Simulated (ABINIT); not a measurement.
# V: single point with PBE

The system is V.

```
V
1.0
    -1.37772    1.64119    1.64793
     1.50498   -1.49126    1.62526
     1.27255    1.38609   -1.49800
V
1
Direct
  0.00000 0.00000 0.00000
```

```json
{
 "Program": "ABINIT 10.8.3 (patched build)",
 "Task": "single point",
 "Functional": "PBE",
 "Potentials or basis": "JTH PAW PBE v2.0",
 "Cutoff": "408 eV",
 "k mesh": "11 × 12 × 13",
 "Occupations": "fermi-dirac, width 0.05 eV",
 "Spin": "collinear spin, ferromagnetic start",
 "Starting moments": "[5.0] μB"
}
```

```json
{
 "Pressure": "-0.7 GPa",
 "Band gap on the k mesh": "none (metal or under the smearing width)",
 "Net moment": "0.00 μB per cell",
 "Valence electrons inside the program's atomic spheres": "V 11.26 (radii [1.1698] Å)"
}
```

Stress tensor (GPa, compression positive):
```
 8.05 -0.40 -1.13
-0.40 -1.21 -3.35
-1.13 -3.35 -8.86
```

Levels at points of the mesh, in eV from the Fermi level:
Spin up:
| k point | band 3 | band 4 | band 5 | band 6 | band 7 | band 8 | band 9 | band 10 | band 11 |
| --- | --- | --- | --- | --- | --- | --- | --- | --- | --- |
| (0.00, 0.00, 0.00) | -37.22 | -36.88 | -6.67 | -0.72 | 0.17 | 1.11 | 1.98 | 2.94 | 17.81 |
| (0.00, 0.50, 0.00) | -37.45 | -36.95 | -3.25 | -1.48 | 0.89 | 2.34 | 3.21 | 3.67 | 9.18 |
Spin down:
```
           k point  band 3  band 4  band 5  band 6  band 7  band 8  band 9  band 10  band 11
(0.00, 0.00, 0.00)  -37.22  -36.88   -6.67   -0.72    0.17    1.11    1.98     2.94    17.81
(0.00, 0.50, 0.00)  -37.45  -36.95   -3.25   -1.48    0.89    2.34    3.21     3.67     9.18
```

Run time: 2.4 min on 1 thread of Arm Neoverse V1, with other jobs on the host, peak memory 0.23 GiB.
